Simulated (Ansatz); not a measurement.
**CdF2: a line through a two-coordinate scan**

One table from this session's results is given with a row withheld; the runs are named, their logs left out.

Computed with Ansatz 0.2.0 (DFT PBEsol, scalar-relativistic, plane waves, PAW, unless a step's input says otherwise).

41 further runs of the same task are left out: 41 set aside as unsound or not needed.

**The starting structure**

It takes space group Fm-3m (No. 225, cubic). The conventional cell has a = 5.384 Å, b = 5.384 Å, c = 5.384 Å, α = 90.00°, β = 90.00°, γ = 90.00°. Cd (site symmetry m-3m) is surrounded by 8 F at 2.33 Å. Around F (site symmetry -43m) lie 4 Cd at 2.33 Å.

As a file:

```
CELL_PARAMETERS angstrom
0.00000 2.69207 2.69207
2.69207 0.00000 2.69207
2.69207 2.69207 0.00000
ATOMIC_POSITIONS crystal
Cd 0.00000 0.00000 0.00000
F 0.25000 0.25000 0.25000
F 0.75000 0.75000 0.75000
```

This cell was relaxed beforehand with the same method: volume 13.01 Å³/atom, gap on the mesh 2.94 eV.

**The scan**

The energy is mapped over volume and the cell's shape.

The axes are (1) volume per atom: 9 values from 10.93 to 15.09 Å³; (2) c/a of the conventional cell: 9 values from 0.923 to 1.083.

Nothing else is relaxed (symmetry fixes all fractional coordinates). Energies count from the relaxed crystal. Points are written as (first, second).

Set-up of the first run:

Input file input.yaml:

```yaml
crystal:
  lattice:
    - [0.0, 2.5401000229, 2.5401000229]
    - [2.5401000229, 0.0, 2.5401000229]
    - [2.5401000229, 2.5401000229, 0.0]
  atoms:
    - { symbol: Cd, position: [0.0, 0.0, 0.0] }
    - { symbol: F, position: [0.25, 0.25, 0.25] }
    - { symbol: F, position: [0.75, 0.75, 0.75] }
basis:
  ecutwfc: 520.0
kpoints:
  mp_grid: { grid: [8, 8, 8] }
hamiltonian:
  xc: pbesol
scf:
  occupations: { method: gaussian, width: 0.05 }
output:
  forces: true
  stress: true
  eigenvalues: true
  write_density: true
  write_potential: true
  elf: true
  volumetric_format: npy
```

Launch:

```console
ansatz run input.yaml --threads 1 --pin off --max-ram 2048MiB --backend cpu --events-out ev --progress --plain --runs-dir out
```

Steps of the session up to this table: Grid point (10.93 Å³, 1.000); Point (11.45 Å³, 1.000); Grid point (11.97 Å³, 1.000); Point (13.53 Å³, 1.000); Point (14.05 Å³, 1.000); The run at (14.57 Å³, 1.000); The run at (15.09 Å³, 1.000).

One of the session's tables, all rows but one given; the rest of the session is left out.

It belongs to the step «The line in numbers». 

```
volume per atom (Å³)  energy (meV/atom)  slope (meV/atom per Å³)  pressure (GPa)  band gap on the k-mesh (eV)
               10.93                158                     −180            28.8                         3.56
               11.45                 81                     −118            18.9                         3.39
               11.97                 33                      −69            11.0                         3.23
               12.49                  8                      −30             4.9                         3.08
               13.01                  0                        0             0.0                         2.94
               13.53                  7                       24            −3.9                         2.81
               14.05                  ?                        ?               ?                            ?
               14.57                 51                       58            −9.3                         2.56
               15.09                 84                       70           −11.2                         2.44
```

**Question.** Estimate the row for volume per atom (Å³) = 14.05.

Worked estimate for «energy (meV/atom)». A straight line through the neighbours (13.53, 7) and (14.57, 51) gives 7 + (51 − 7) × (14.05 − 13.53) / (14.57 − 13.53) = 29; a parabola fitted to 4 rows on both sides gives 25.

**Answer.** energy (meV/atom): 24; slope (meV/atom per Å³): 43; pressure (GPa): −6.9; band gap on the k-mesh (eV): 2.68. In «energy (meV/atom)» the line misses by +5 and the parabola by +1.

Energies count from the relaxed crystal. Rows without a step come from runs not printed here or follow by symmetry.

What this shows: Along the line the energy is lowest at 13.01 Å³, 0 meV/atom from the zero. V·d²E/dV² there is about 110 GPa, a bulk modulus under this line's constraint. The well is lopsided: two grid steps out, the energy rises by 33 meV/atom towards smaller values and 24 meV/atom towards larger ones. The highest point computed, at 10.93 Å³, lies 158 meV/atom above the lowest.
